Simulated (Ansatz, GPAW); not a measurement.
# An Al chain with one Si atom in line: relaxation, then transmission at several levels

Wanted: T(E) of an Al chain with one Si atom in line at a relaxed geometry in two programs, beside the unrelaxed structure.

Main program and level: GPAW 26.7.0 and Ansatz 0.2.0; Ansatz plane waves; relaxation of the junction with the lead ends held; PAW set soft_1, in the first sound run; inputs show where later runs differ.

This is a report of a sequence of runs, with most program output left out.

### 1. The structure

The cell holds 15 atoms: 14 Al and 1 Si. Its edges and angles: a = 9.000 Å, b = 9.000 Å, c = 35.748 Å, α = 90.0°, β = 90.0°, γ = 90.0°. Regions: left lead, 7 atoms (7 Al); channel, 1 atom (1 Si); right lead, 7 atoms (7 Al). Vacuum lies along a and b. The structure is stacked along c, and the current runs across the ab planes.

### 2. Relaxation

Transmission follows bond lengths closely, so the atoms between the held lead ends are relaxed first, from a slightly shaken start that lets symmetry break.

input.yaml

```yaml
crystal:
  lattice:
    - [9.0, 0.0, 0.0]
    - [0.0, 9.0, 0.0]
    - [0.0, 0.0, 35.7478]
  atoms:
    - { symbol: Al, position: [0.5, 0.5, 0.0335684993] }
    - { symbol: Al, position: [0.5, 0.5, 0.100705498] }
    - { symbol: Al, position: [0.5, 0.5, 0.1678424966] }
    - { symbol: Al, position: [0.5, 0.5, 0.2349794952] }
    - { symbol: Al, position: [0.5, 0.5, 0.3021164939] }
    - { symbol: Al, position: [0.4952304233, 0.4968781743, 0.3695840905] }
    - { symbol: Al, position: [0.4982530446, 0.501752054, 0.4370680072] }
    - { symbol: Si, position: [0.4951882287, 0.5033902126, 0.4995001242] }
    - { symbol: Al, position: [0.5069802833, 0.5024289631, 0.5631571822] }
    - { symbol: Al, position: [0.500671626, 0.5007165931, 0.6310230432] }
    - { symbol: Al, position: [0.5, 0.5, 0.6978835061] }
    - { symbol: Al, position: [0.5, 0.5, 0.7650205048] }
    - { symbol: Al, position: [0.5, 0.5, 0.8321575034] }
    - { symbol: Al, position: [0.5, 0.5, 0.899294502] }
    - { symbol: Al, position: [0.5, 0.5, 0.9664315007] }
kpoints:
  mp_grid: { grid: [1, 1, 2] }
hamiltonian:
  xc: pbe
  pseudopotentials: { kind: paw, azcp: { folder: soft_1 } }
scf:
  occupations: { method: fermi_dirac, width: 0.1 }
relax:
  f_tol: 0.03
  max_steps: 80
  constraints: [{ sites: [0, 1, 2, 3, 4, 10, 11, 12, 13, 14] }]
```

Started as:

```sh
$ ansatz run input.yaml --threads 4 --pin off --max-ram 8192MiB --backend cpu --events-out ev --progress --plain --runs-dir out
```

Run time: 43 s. Hardware: 4 threads of Arm Neoverse V1, shared host; peak memory 2.1 GiB; 2.7 min of CPU time.

Relaxation path:

| step | energy less that of the first step (eV) | largest force component (eV/Å) |
| --- | --- | --- |
| 1 | 0.0000 | 0.5090 |
| 2 | -0.0162 | 0.1326 |
| 3 | -0.0927 | 0.4341 |
| 4 | -0.2500 | 0.4955 |
| 5 | -0.3811 | 0.3445 |
| 6 | -0.4279 | 0.1718 |
| 7 | -0.4525 | 0.0733 |
| 8 | -0.4640 | 0.0451 |
| 9 | -0.4699 | 0.0256 |
| 10 | -0.4697 | 0.0230 |
| 11 | -0.4708 | 0.0072 |

The atoms that moved most (Å):

| atom | dx | dy | dz | length |
| --- | --- | --- | --- | --- |
| Si8 | -1.409 | 0.058 | 0.015 | 1.410 |
| Al10 | -0.681 | 0.033 | -0.062 | 0.685 |
| Al6 | -0.632 | 0.075 | 0.039 | 0.637 |
| Al9 | -0.345 | -0.001 | -0.219 | 0.409 |
| Al7 | -0.264 | 0.002 | 0.207 | 0.336 |

Numbers from this step:

| Item | Value |
| --- | --- |
| free energy | -8133.2622 eV |
| smearing term TS | 0.6716 eV |
| symmetry operations | 1 |

The relaxation lowered the energy of the cell by 0.471 eV.

### 3. Plane-wave reference (PBE)

A plane-wave run comes first: its basis does not favour the atoms, so it serves as the reference for the orbital bases.

This step: Ansatz plane waves; Landauer transmission by layers, zero bias; PAW set soft_1 (Ansatz 0.2.0).

input.yaml

```yaml
crystal:
  lattice:
    - [9.0, 0.0, 0.0]
    - [0.0, 9.0, 0.0]
    - [0.0, 0.0, 35.7478]
  atoms:
    - { symbol: Al, position: [0.5, 0.5, 0.0335684993] }
    - { symbol: Al, position: [0.5, 0.5, 0.100705498] }
    - { symbol: Al, position: [0.5, 0.5, 0.1678424966] }
    - { symbol: Al, position: [0.5, 0.5, 0.2349794952] }
    - { symbol: Al, position: [0.5, 0.5, 0.3021164939] }
    - { symbol: Al, position: [0.4250494258, 0.5051765325, 0.3706746114] }
    - { symbol: Al, position: [0.4689021865, 0.501964816, 0.4428659485] }
    - { symbol: Si, position: [0.3386359119, 0.5098059388, 0.4999189579] }
    - { symbol: Al, position: [0.4686308961, 0.5022883592, 0.5570267635] }
    - { symbol: Al, position: [0.4250082295, 0.5043673021, 0.6292801601] }
    - { symbol: Al, position: [0.5, 0.5, 0.6978835061] }
    - { symbol: Al, position: [0.5, 0.5, 0.7650205048] }
    - { symbol: Al, position: [0.5, 0.5, 0.8321575034] }
    - { symbol: Al, position: [0.5, 0.5, 0.899294502] }
    - { symbol: Al, position: [0.5, 0.5, 0.9664315007] }
kpoints:
  mp_grid: { grid: [1, 1, 2] }
hamiltonian:
  xc: pbe
  pseudopotentials: { kind: paw, azcp: { folder: soft_1 } }
scf:
  occupations: { method: fermi_dirac, width: 0.1 }
output:
  transmission:
    leads: [[0, 1]]
    e_range: [-2, 2]
    de: 0.025
    kmesh: [1, 1]
    reduced_basis: true
  write_potential: true
  write_density: true
  volumetric_format: npy
  elf: true
```

It took 40 s on 4 threads; peak memory 2.1 GiB.

This step gave:

| Property | Result |
| --- | --- |
| free energy | -8133.2625 eV |
| lead level | 0 eV from the Fermi level |
| transmission at the Fermi level (one spin) | 1.311 |
| open channels of the lead at the Fermi level (one spin) | 2 |
| step of the potential along the lead | 3.7 meV |
| offset of the lead | 0 Å |
| filling of the lead less its bulk value, in size | 18.3 meV |
| conductance | 1.307 G₀ |

One spin. Transmission, zone mean against energy, zero at the Fermi level:

| energy (eV) | transmission, zone mean |
| --- | --- |
| -2.000 | 0.678 |
| -1.900 | 0.622 |
| -1.800 | 0.570 |
| -1.700 | 0.524 |
| -1.600 | 0.487 |
| -1.500 | 0.459 |
| -1.400 | 0.439 |
| -1.300 | 0.372 |
| -1.200 | 0 |
| -1.100 | 0 |
| -1.000 | 0 |
| -0.900 | 0 |
| -0.800 | 0 |
| -0.700 | 0 |
| -0.600 | 0 |
| -0.500 | 0 |
| -0.400 | 0.00165 |
| -0.300 | 0.656 |
| -0.200 | 1.12 |
| -0.100 | 1.25 |
| 0.000 | 1.31 |
| 0.100 | 1.34 |
| 0.200 | 1.35 |
| 0.300 | 1.36 |
| 0.400 | 1.37 |
| 0.500 | 1.38 |
| 0.600 | 1.37 |
| 0.700 | 1.35 |
| 0.800 | 1.32 |
| 0.900 | 1.22 |
| 1.000 | 1.61 |
| 1.100 | 1.90 |
| 1.200 | 2.08 |
| 1.300 | 2.19 |
| 1.400 | 2.24 |
| 1.500 | 2.27 |
| 1.575 | 2.27 |
| 1.600 | 2.27 |
| 1.700 | 2.26 |
| 1.800 | 2.23 |
| 1.900 | 2.17 |
| 2.000 | 2.08 |

One spin. The open channels, zone mean by energy, zero at the Fermi level:

| energy (eV) | open channels, zone mean |
| --- | --- |
| -2.000 | 1 |
| -1.900 | 1 |
| -1.800 | 1 |
| -1.700 | 1 |
| -1.600 | 1 |
| -1.500 | 1 |
| -1.400 | 1 |
| -1.300 | 1 |
| -1.200 | 0 |
| -1.100 | 0 |
| -1.000 | 0 |
| -0.900 | 0 |
| -0.800 | 0 |
| -0.700 | 0 |
| -0.600 | 0 |
| -0.500 | 0 |
| -0.400 | 1 |
| -0.300 | 2 |
| -0.200 | 2 |
| -0.100 | 2 |
| 0.000 | 2 |
| 0.100 | 2 |
| 0.200 | 2 |
| 0.300 | 2 |
| 0.400 | 2 |
| 0.500 | 2 |
| 0.600 | 2 |
| 0.700 | 2 |
| 0.800 | 2 |
| 0.900 | 2 |
| 1.000 | 3 |
| 1.100 | 3 |
| 1.200 | 3 |
| 1.300 | 3 |
| 1.400 | 3 |
| 1.500 | 3 |
| 1.600 | 3 |
| 1.700 | 3 |
| 1.800 | 3 |
| 1.900 | 3 |
| 2.000 | 3 |

Crystal 0, spin -, k parallel (0, 0); distinct values, listed up to 1.5 1/Å. Im kz of the slowest decaying states against energy, zero at the Fermi level:

| energy (eV) | decay 1 (Å⁻¹) | decay 2 (Å⁻¹) | decay 3 (Å⁻¹) | decay 4 (Å⁻¹) |
| --- | --- | --- | --- | --- |
| -2.000 | 0.671 | 0.671 | 1.15 | 1.26 |
| -1.800 | 0.627 | 0.628 | 1.13 | 1.24 |
| -1.600 | 0.581 | 0.581 | 1.10 | 1.22 |
| -1.400 | 0.530 | 0.530 | 1.08 | 1.20 |
| -1.200 | 0.0405 | 0.474 | 0.474 | 1.06 |
| -1.000 | 0.0806 | 0.411 | 0.411 | 1.03 |
| -0.800 | 0.101 | 0.335 | 0.336 | 1.00 |
| -0.600 | 0.113 | 0.237 | 0.237 | 0.978 |
| -0.400 | 0.00516 | 0.119 | 0.951 | 1.08 |
| -0.200 | 0.121 | 0.923 | 1.06 | 1.14 |
| 0.000 | 0.119 | 0.894 | 1.03 | 1.12 |
| 0.200 | 0.112 | 0.865 | 1.01 | 1.09 |
| 0.400 | 0.101 | 0.834 | 0.980 | 1.07 |
| 0.600 | 0.0824 | 0.802 | 0.953 | 1.05 |
| 0.800 | 0.0510 | 0.768 | 0.925 | 1.02 |
| 1.000 | 0.733 | 0.896 | 0.994 | 1.08 |
| 1.200 | 0.696 | 0.866 | 0.967 | 1.06 |
| 1.400 | 0.657 | 0.835 | 0.940 | 1.03 |
| 1.600 | 0.615 | 0.803 | 0.911 | 1.00 |
| 1.800 | 0.571 | 0.770 | 0.882 | 0.978 |
| 2.000 | 0.522 | 0.735 | 0.852 | 0.950 |

Crystal 0, spin -, k parallel (0, 0). The Re kz of states that move upwards by energy, zero at the Fermi level:

| energy (eV) | channel 1 (Å⁻¹) | channel 2 (Å⁻¹) | channel 3 (Å⁻¹) |
| --- | --- | --- | --- |
| -2.000 | 1.13 | - | - |
| -1.900 | 1.15 | - | - |
| -1.800 | 1.17 | - | - |
| -1.700 | 1.18 | - | - |
| -1.600 | 1.20 | - | - |
| -1.500 | 1.22 | - | - |
| -1.400 | 1.24 | - | - |
| -1.300 | 1.27 | - | - |
| -1.200 | - | - | - |
| -1.100 | - | - | - |
| -1.000 | - | - | - |
| -0.900 | - | - | - |
| -0.800 | - | - | - |
| -0.700 | - | - | - |
| -0.600 | - | - | - |
| -0.500 | - | - | - |
| -0.400 | 0.0143 | - | - |
| -0.300 | 0.168 | 0.168 | - |
| -0.200 | 0.237 | 0.238 | - |
| -0.100 | 0.291 | 0.291 | - |
| 0.000 | 0.335 | 0.336 | - |
| 0.100 | 0.375 | 0.375 | - |
| 0.200 | 0.411 | 0.411 | - |
| 0.300 | 0.444 | 0.444 | - |
| 0.400 | 0.474 | 0.475 | - |
| 0.500 | 0.503 | 0.504 | - |
| 0.600 | 0.531 | 0.531 | - |
| 0.700 | 0.556 | 0.557 | - |
| 0.800 | 0.581 | 0.581 | - |
| 0.900 | 0.605 | 0.605 | - |
| 1.000 | -1.26 | 0.628 | 0.628 |
| 1.100 | -1.24 | 0.650 | 0.650 |
| 1.200 | -1.22 | 0.671 | 0.671 |
| 1.300 | -1.20 | 0.692 | 0.692 |
| 1.400 | -1.19 | 0.712 | 0.712 |
| 1.500 | -1.17 | 0.731 | 0.732 |
| 1.600 | -1.16 | 0.750 | 0.751 |
| 1.700 | -1.15 | 0.769 | 0.769 |
| 1.800 | -1.13 | 0.787 | 0.787 |
| 1.900 | -1.12 | 0.805 | 0.805 |
| 2.000 | -1.11 | 0.822 | 0.822 |

The electrostatic potential energy of an electron (with the applied field's), less the Fermi level, planar mean oscillates, so the rows of the table below give means over windows of 2.38 Å about each position, cut where the curve ends. Its first 14 maxima inside the range that stand out by 2 % of the span (Å: eV): 1.2: 3.19, 2.4: 3.83, 3.6: 3.19, 4.8: 3.83, 6.0: 3.19, 7.1: 3.83, 8.3: 3.19, 9.5: 3.80, 10.7: 3.14, 12.1: 3.75, 13.3: 3.07, 14.6: 3.82, 17.0: 3.87, 18.8: 3.87. Its first 14 minima: 0.9: 3.16, 1.5: 3.16, 3.3: 3.16, 3.9: 3.16, 5.7: 3.16, 6.3: 3.16, 8.2: 3.17, 8.6: 3.16, 10.6: 3.13, 11.2: 3.11, 13.0: 3.04, 13.6: 3.04, 15.5: 3.18, 17.9: 3.15.

Electrostatic potential energy of an electron (with the applied field's), less the Fermi level, planar mean against z; means over each step:

z (Å), electrostatic potential energy of an electron (with the applied field's), less the Fermi level, planar mean (eV) and a bar from the least value:
```
     1.19       3.41 ################
     3.57       3.41 ################
     5.95       3.41 ################
     8.33       3.41 ################
    10.71       3.36 #########
    13.09       3.30 
    15.47       3.46 #######################
    17.85       3.51 ##############################
    20.23       3.46 #######################
    22.61       3.30 
    24.99       3.36 #########
    27.37       3.41 ###############
    29.75       3.41 ################
    32.13       3.41 ################
    34.51       3.40 ##############
```

The valence density, planar mean oscillates, so the rows of the table below give means over windows of 2.38 Å about each position, cut where the curve ends. Its maxima inside the range that stand out by 2 % of the span (Å: e/Å³): 2.4: 0.0176, 4.8: 0.0176, 7.1: 0.0176, 9.5: 0.0176, 11.8: 0.0166, 14.2: 0.0151, 17.3: 0.0265, 18.5: 0.0264, 21.6: 0.0150, 24.0: 0.0166, 26.2: 0.0176, 28.6: 0.0176, 31.0: 0.0176, 33.4: 0.0176. Its first 14 minima: 1.2: 0.0126, 3.6: 0.0126, 6.0: 0.0126, 8.3: 0.0127, 10.7: 0.0129, 13.3: 0.0126, 15.6: 0.0127, 17.9: 0.0246, 20.1: 0.0127, 22.5: 0.0126, 25.0: 0.0129, 27.4: 0.0127, 29.8: 0.0126, 32.2: 0.0126.

Table of valence density, planar mean by z; means over each step:

| z (Å) | valence density, planar mean (e/Å³) |
| --- | --- |
| 1.19 | 0.0154 |
| 3.57 | 0.0154 |
| 5.95 | 0.0154 |
| 8.33 | 0.0155 |
| 10.71 | 0.0153 |
| 13.09 | 0.0146 |
| 15.47 | 0.0149 |
| 17.85 | 0.0251 |
| 20.23 | 0.0151 |
| 22.61 | 0.0145 |
| 24.99 | 0.0153 |
| 27.37 | 0.0155 |
| 29.75 | 0.0154 |
| 32.13 | 0.0154 |
| 34.51 | 0.0153 |

Electrostatic potential energy in the ca plane at fractional y = 0.500, with atoms of Al and Si within 0.2 Å of it. With pseudopotentials it is smooth inside the atoms' cores, unlike the true potential.

Ten even steps from '0' (-20 eV) to '9' (1 eV), each cell a mean:
```
99999999999999999999999999999999999999999999
99999999999999999999999999999999999999999999
99999999999999999999999999999999999999999999
99999999999999999999999999999999999999999999
99999999999999999999999999999999999999999999
99999999999999999999999999999999999999999999
99999999999999999999999999999999999999999999
89999889999999999999999999999999999999999999
78887667899999999888889999999888899999999987
36763114788888898765578999998655789988888863
03631431577656787510137999986200268875578731
31513981365101476226405899873155047631036613
22522761451252156159814776762399136414513522
15751102650697146225415411253155046229922641
67875446761263157510145000025200267315513775
89988788875101478765674003016666788620026888
99999999987656789988885000027888899875578999
99999999999888899999997410168999999988889999
99999999999999999999999766789999999999999999
99999999999999999999999998999999999999999999
99999999999999999999999999999999999999999999
99999999999999999999999999999999999999999999
99999999999999999999999999999999999999999999
99999999999999999999999999999999999999999999
```
Columns run along c (16.0 Å, from fractional 0.25 to 0.70 of the cell; values clipped at the 3rd and 97th percentile), rows up along a (9.0 Å). Atoms in or near the plane, at fractional coordinates: Al at (0.30, 0.50), Al at (0.37, 0.43), Al at (0.44, 0.47), Si at (0.50, 0.34), Al at (0.56, 0.47), Al at (0.63, 0.43).

ELF in the ca plane at fractional y = 0.500, with atoms of Al and Si within 0.2 Å of it. It is the smooth field of the valence electrons, not physical close to the nuclei.

Ten even steps from '0' (0.00) to '9' (0.95), each cell a mean:
```
00000000000000000000000000000000000000000000
00000000000000000000000000000000000000000000
00000000000000000000000000000000000000000000
00000001000000000000000000000000000000000011
01111122211000000000000000000000000000001222
12222334332100001122210000001122211000012333
33344555543110112344432100012344432100124555
55666777764211134566654210135666653211235677
67887788876422356788876421257888876432357888
78987678987544578898887532468889987654468998
49995237998756789986788643578767899875689995
29993425999635899943368754688433699974489982
39993216999313899825258865688343499961169994
79996248998162799931279864799511699954449997
88886568998333899842699843699842699962259997
77765457888767998644789755689853578987688876
55543345678999986423578877788742257899988764
33322223567888874212478988888531135788887643
22211112356777652101358999987420013577776432
11100001234555431000246889875310002355554321
00000000122333210000125677754200000233332110
00000000001111100000012445432100000011111000
00000000000000000000001122210000000000000000
00000000000000000000000000000000000000000000
```
Columns run along c (16.0 Å, from fractional 0.25 to 0.70 of the cell), rows up along a (9.0 Å). Atoms in or near the plane, at fractional coordinates: Al at (0.30, 0.50), Al at (0.37, 0.43), Al at (0.44, 0.47), Si at (0.50, 0.34), Al at (0.56, 0.47), Al at (0.63, 0.43).

Valence density in the ca plane at fractional y = 0.500, with atoms of Al and Si within 0.2 Å of it. It is the smooth field of the valence electrons, not physical close to the nuclei.

Values in e/Å³, 13 rows by 16 columns, each cell a mean:
```
0.00 0.00 0.00 0.00 0.00 0.00 0.00 0.00 0.00 0.00 0.00 0.00 0.00 0.00 0.00 0.00
0.00 0.00 0.00 0.00 0.00 0.00 0.00 0.00 0.00 0.00 0.00 0.00 0.00 0.00 0.00 0.00
0.00 0.00 0.00 0.00 0.00 0.00 0.00 0.00 0.00 0.00 0.00 0.00 0.00 0.00 0.00 0.00
0.02 0.02 0.02 0.01 0.01 0.01 0.01 0.01 0.00 0.00 0.01 0.01 0.01 0.00 0.01 0.02
0.09 0.09 0.09 0.05 0.02 0.03 0.04 0.05 0.02 0.02 0.04 0.05 0.03 0.02 0.04 0.07
0.22 0.21 0.15 0.16 0.10 0.10 0.15 0.13 0.08 0.06 0.12 0.14 0.12 0.09 0.13 0.18
0.27 0.22 0.15 0.29 0.14 0.24 0.20 0.13 0.21 0.18 0.20 0.12 0.27 0.15 0.23 0.24
0.20 0.17 0.17 0.26 0.10 0.25 0.19 0.21 0.40 0.34 0.33 0.14 0.27 0.13 0.20 0.22
0.06 0.06 0.07 0.13 0.15 0.15 0.10 0.18 0.36 0.28 0.29 0.10 0.13 0.16 0.15 0.09
0.01 0.01 0.02 0.04 0.06 0.05 0.03 0.06 0.25 0.30 0.12 0.03 0.03 0.06 0.05 0.02
0.00 0.00 0.00 0.01 0.01 0.01 0.01 0.02 0.07 0.10 0.03 0.01 0.01 0.01 0.01 0.00
0.00 0.00 0.00 0.00 0.00 0.00 0.00 0.00 0.01 0.01 0.01 0.00 0.00 0.00 0.00 0.00
0.00 0.00 0.00 0.00 0.00 0.00 0.00 0.00 0.00 0.00 0.00 0.00 0.00 0.00 0.00 0.00
```
Columns run along c (16.0 Å, from fractional 0.25 to 0.70 of the cell), rows up along a (9.0 Å). Atoms in or near the plane, at fractional coordinates: Al at (0.30, 0.50), Al at (0.37, 0.43), Al at (0.44, 0.47), Si at (0.50, 0.34), Al at (0.56, 0.47), Al at (0.63, 0.43).

T at the Fermi level is 1.31 of 2 open channels a spin.

[end of part 1 of 2]

[Logs are printed without paths, hosts, clocks, repeated set-up lines and the standing remarks that a program may print on its own settings, such as how far it seeks lower states.]

[Hosts, paths, dates, database ids (printed as entryN), source tags and the programs' standing remarks are cut or masked in the printed files.]
